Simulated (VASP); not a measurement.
Crystal: MgSe.

```
CELL_PARAMETERS angstrom
0.00000 2.72550 2.72550
2.72550 0.00000 2.72550
2.72550 2.72550 0.00000
ATOMIC_POSITIONS crystal
Mg 0.00000 0.00000 0.00000
Se 0.50000 0.50000 0.50000
```

* Program: VASP 6.6.1
* Task: relaxation of cell and atoms
* Functional: PBE
* Potentials or basis: VASP PAW PBE potentials, release 64 (Mg, Se)
* Cutoff: 600 eV
* k mesh: 7 × 7 × 7
* Occupations: gaussian, width 0.01 eV
* Spin: no spin polarisation

At the start: pressure 1.9 GPa; volume 20.25 Å³/atom.

**Question.** How do energy, volume and symmetry change on relaxing?

**Answer.** Over 3 steps the energy falls by 3.5 meV/atom and the volume is 20.85 Å³/atom (+3.0 %); space group Fm-3m (No. 225, to 0.05 Å).

Step by step:
```
step  energy change (eV)  largest force (eV/Å)  pressure (GPa)  volume (Å³)
   1              0.0000                0.0000            1.92        40.49
   2             -0.0068                0.0000           -0.34        41.93
   3             -0.0070                0.0000           -0.01        41.69
```

Final structure:
```
Mg Se
1.0
     0.00000    2.75217    2.75217
     2.75217    0.00000    2.75217
     2.75217    2.75217    0.00000
Mg Se
1 1
Direct
  0.00000 0.00000 0.00000
  0.50000 0.50000 0.50000
```
